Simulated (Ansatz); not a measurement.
Runs of Ansatz 0.2.0 on C. It takes space group P6_3/mmc (No. 194, hexagonal). The conventional cell has a = 2.522 Å, b = 2.522 Å, c = 8.237 Å, α = 90.00°, β = 90.00°, γ = 120.00°. C (site symmetry 3m) is surrounded by 4 C at 1.54 Å. C (site symmetry 3m) has 4 C at 1.54 Å as nearest neighbours. This is a hexagonal form of diamond, not graphite.

```tsv
level	cutoff (eV)	gap on the mesh (eV)	pressure (GPa)	largest force (eV/Å)
RPBE	420	4.42	(a)	0.33
LDA	420	4.38	-12.6	0.33
r2SCAN	500	4.64	-1.9	0.36
revPBE	420	4.42	6.9	0.33
PBEsol	420	(b)	-4.3	0.33
```

Alike in all rows: task band structure; potentials or basis Ansatz PAW; no spin polarisation; cell as given; k mesh 12 × 12 × 4; smearing fermi-dirac 0.05 eV.

Question: Estimate the missing entries.

Answer: (a) 8.4; (b) 4.28.

Caveats: the PAW data sets come from PBE, with cores solved anew for the run's functional, which leaves a small shift of forces and pressure.

Runs at the PBE level aren't shown here.
